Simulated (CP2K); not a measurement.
**MoS2: band structure with r2SCAN**

The system is MoS2, a slab with vacuum.

```
CELL_PARAMETERS angstrom
3.18413 0.00000 0.00000
-1.59206 2.75753 0.00000
0.00000 0.00000 17.33460
ATOMIC_POSITIONS crystal
Mo 0.00000 0.00000 0.00000
S 0.33333 0.66667 0.91051
S 0.33333 0.66667 0.08949
```

```yaml
Program: CP2K 2026.2
Task: band structure
Functional: r2SCAN
Potentials_or_basis: POTENTIAL_UZH Mo GTH-SCAN-q14, S GTH-SCAN-q6; TZVP-MOLOPT-SCAN-GTH basis
Density_cutoff: 9184 eV
k_mesh: 10 × 10 × 2
Occupations: fermi-dirac, width 0.1 eV
Spin: no spin polarisation
SCF_solver: diagonalisation with k points
Quickstep_method: GPW
EPS_DEFAULT: 1.0E-9
EPS_SCF: 1.0E-6
MAX_SCF: 100
SCF_GUESS: ATOMIC
k_points_reduced_by_the_point_group: yes
Mesh_centred_on_Gamma: yes
CHOLESKY: OFF
EPS_EIGVAL: 1.0E-7
MIXING_METHOD: BROYDEN_MIXING
MIXING_ALPHA: 0.4
NBUFFER: 8
NGRIDS: 4
Basis_sets: Mo TZVP-MOLOPT-SCAN-GTH-q14, S TZVP-MOLOPT-SCAN-GTH-q6
Potentials: Mo GTH-SCAN-q14 of POTENTIAL_UZH, S GTH-SCAN-q6 of POTENTIAL_UZH
ADDED_MOS: "[15]"
Points_a_segment_of_the_path_NPOINTS: 10
Bands_added_on_the_path: 4
REL_CUTOFF_Ry: 60 Ry
MIXING_BETA_1/bohr: 1.5 1/bohr
CUTOFF_of_the_grids: 675 Ry
```

The largest force is 0.213 eV/Å and the band gap on the k mesh is 1.79 eV, indirect (least direct gap 2.07 eV). The band gap along the path is 1.64 eV, indirect (least direct gap 1.79 eV). The mulliken charges are Mo -0.05; S +0.02 e.

Forces in eV/Å, atoms in the order of the input:
```
Mo   0.000  0.000  0.000
S    0.000  0.000 -0.213
S    0.000  0.000  0.213
```

Stress tensor (GPa, compression positive):
```
0.43 0.00 0.00
0.00 0.43 0.00
0.00 0.00 0.70
```

Levels at the corners of the path, in eV from the valence-band top:
```tsv
point	band 10	band 11	band 12	band 13	band 14	band 15	band 16	band 17
Γ	-1.94	-1.80	-1.80	0.00	2.85	2.85	3.10	3.10
M	-3.53	-2.06	-1.24	-0.72	2.29	2.82	4.17	4.51
K	-3.84	-3.08	-2.38	-0.15	1.64	3.30	3.70	5.11
Γ	-1.94	-1.80	-1.80	0.00	2.85	2.85	3.10	3.10
A	-1.94	-1.80	-1.80	0.00	2.85	2.85	3.10	3.10
L	-3.53	-2.06	-1.24	-0.72	2.29	2.82	4.17	4.51
H	-3.84	-3.08	-2.38	-0.15	1.64	3.30	3.70	5.11
A	-1.94	-1.80	-1.80	0.00	2.85	2.85	3.10	3.10
L	-3.53	-2.06	-1.24	-0.72	2.29	2.82	4.17	4.51
M	-3.53	-2.06	-1.24	-0.72	2.29	2.82	4.17	4.51
K	-3.84	-3.08	-2.38	-0.15	1.64	3.30	3.70	5.11
H	-3.84	-3.08	-2.38	-0.15	1.64	3.30	3.70	5.11
```

It took 75 s on 1 thread of Arm Neoverse V2, on a shared host, peak memory 0.74 GiB.

Caveat: meta-GGAs are noisy in the vacuum on a uniform grid, which can shift empty levels and the work function; Mulliken charges move with the basis; the basis of atomic orbitals isn't converged, which shifts pressures, moduli and gaps. r2SCAN opens gaps a little over a GGA but as a rule still falls short of measured ones.
